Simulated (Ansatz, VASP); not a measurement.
## TiO2: VASP beside Ansatz

The input INCAR:

```
SYSTEM = TiO2
  PREC = Accurate
  ENCUT = 520
  EDIFF = 1E-7
  ISMEAR = -1
  SIGMA = 0.05
  LREAL = .FALSE.
  LASPH = .TRUE.
  NELM = 80
  ALGO = Normal
  ISIF = 2
  LWAVE = .FALSE.
  LCHARG = .FALSE.
  GGA = PE
  NBANDS = 46
```

The input KPOINTS:

```
Automatic mesh
0
G
  9 6 4
  0 0 0
```

The input POSCAR:

```
TiO2
1.0
    2.9682645463      0.0000000000      0.0000000000
    0.0002080834      4.7076067549      0.0000000000
    1.4835696211      0.2423534620      7.0834647979
Ti O
3 6
Direct
    0.0033718700      0.0003888100      0.0007031900
    0.3446402100      0.4802596500      0.3169598700
    0.6617081400      0.5204743600      0.6844963600
    0.4400381600      0.1854376900      0.1285388000
    0.7779263400      0.2977287500      0.4518780700
    0.1012362400      0.3089534200      0.8062432200
    0.9064972100      0.6918369900      0.1951715700
    0.2294071500      0.7030072800      0.5495147300
    0.5680256700      0.8153000600      0.8728271800
```

The input input.yaml:

```yaml
crystal:
  lattice:
    - [2.9682645463, 0.0, 0.0]
    - [0.0002080834, 4.7076067549, 0.0]
    - [1.4835696211, 0.242353462, 7.0834647979]
  atoms:
    - { symbol: Ti, position: [0.00337187, 0.00038881, 0.00070319] }
    - { symbol: Ti, position: [0.34464021, 0.48025965, 0.31695987] }
    - { symbol: Ti, position: [0.66170814, 0.52047436, 0.68449636] }
    - { symbol: O, position: [0.44003816, 0.18543769, 0.1285388] }
    - { symbol: O, position: [0.77792634, 0.29772875, 0.45187807] }
    - { symbol: O, position: [0.10123624, 0.30895342, 0.80624322] }
    - { symbol: O, position: [0.90649721, 0.69183699, 0.19517157] }
    - { symbol: O, position: [0.22940715, 0.70300728, 0.54951473] }
    - { symbol: O, position: [0.56802567, 0.81530006, 0.87282718] }
hamiltonian:
  xc: pbe
  pseudopotentials: { kind: paw }
kpoints:
  mp_grid: { grid: [9, 6, 4] }
scf:
  occupations: { method: fermi_dirac, width: 0.05 }
output:
  forces: true
  stress: true
  eigenvalues: true
```

The cell comes from a database or a generator and needn't be the stable form of this composition.

Alike in both runs: task single point; functional PBE; k mesh 9 × 6 × 4; occupations fermi-dirac, width 0.05 eV; no spin polarisation.

|  | VASP | Ansatz |
| --- | --- | --- |
| version | VASP 6.6.1 | Ansatz 0.2.0 |
| potentials or method | VASP PAW PBE potentials, release 64 (Ti_sv, O) | Ansatz PAW |
| plane-wave cutoff (eV) | 520 | 420 |
| valence electrons in the cell | 72 | 72 |

Ansatz gave:

| Item | Value |
| --- | --- |
| gap on the k mesh at the Fermi level (eV) | 2.27 |
| least direct gap on the mesh (eV) | 2.32 |
| pressure (GPa) | 3.7 |
| largest component of the traceless stress (GPa) | 0.39 |
| rms of the force components (eV/Å) | 0.044 |

Estimate VASP's values.

gap on the k mesh at the Fermi level (eV): 2.24; least direct gap on the mesh (eV): 2.30; pressure (GPa): 4.4; largest component of the traceless stress (GPa): 0.21; rms of the force components (eV/Å): 0.056.

Atom by atom the forces differ by 0.021 eV/Å (rms over components).

Caveats: an odd mesh through Γ misses points on the zone boundary, where band edges often lie (VASP); odd divisions of the mesh miss points on the zone boundary, where band edges often lie, so the gap on the mesh can be too wide (Ansatz); the pressure holds a Pulay correction of +0.7 GPa for the finite cutoff (Ansatz).
